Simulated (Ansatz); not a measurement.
`[Br][Sn][Br]` + `CC(=O)O` → `[OH][Sn][Br]` + `CC(=O)Br` at 700 K and 1 bar (formal exchange of groups at the Sn–Br bond).

Isolated molecules relaxed with PBE0-D4/def2-TZVP in Ansatz; ΔE leaves out vibrations. CCSD(T)/CBS adds triple-zeta CCSD(T) − MP2 to the extrapolated MP2 energy (def2 sets, frozen cores). Elements past krypton have def2 core potentials. For Br, Sn outer-core shells are correlated without core-valence functions, which leaves a few kJ/mol of doubt a bond. Scalar relativity is left out up to krypton. One conformer a species, not always the lowest.

```tsv
species	CCSD(T)/CBS energy (Eh)	H − E (kJ/mol)	S (J/(mol·K))
`[Br][Sn][Br]`	-5360.78051	41.0	377.8
`CC(=O)O`	-228.87529	215.3	365.4
`[OH][Sn][Br]`	-2863.20849	77.8	374.3
`CC(=O)Br`	-2726.40242	174.5	380.7
```

H − E and S are ideal-gas, rigid-rotor, harmonic terms from PBE0-D4/def2-TZVP, for one conformer and one mirror image of each species. 1 Eh = 2625.50 kJ/mol, R = 8.31446 J/(mol·K).

Question: By hand: ΔE, ΔH, ΔS and ΔG.

Answer: ΔE = (-2863.20849) + (-2726.40242) − (-5360.78051) − (-228.87529) = 0.04489 Eh = 117.9 kJ/mol. Δ(H − E) = 77.8 + 174.5 − 41.0 − 215.3 = -4.0, so ΔH = 113.9 kJ/mol. ΔS = 374.3 + 380.7 − 377.8 − 365.4 = 11.8 J/(mol·K). ΔG = 113.9 − 700 × (11.8)/1000 = 105.6 kJ/mol.

Question: By hand: the equilibrium constant, and the temperature at which ΔG would vanish if ΔH and ΔS stayed fixed.

Answer: log₁₀ K = −ΔG/(RT ln 10) = -7.9. ΔG = 0 at ΔH/ΔS = 9653 K, far beyond where these terms or the molecules hold.

The number of gas molecules stays the same, so ΔS is small and ΔH decides. A doubt of 5 kJ/mol in ΔE shifts log₁₀ K by 0.4 here. Other conformers and mirror images would add mixing entropy, several J/(mol·K) or more a flexible species. These are equilibria of isolated gas molecules and say nothing of rates. Largest T1 diagnostic: 0.015 (customary marks: 0.02 for closed shells, 0.045 for open ones).
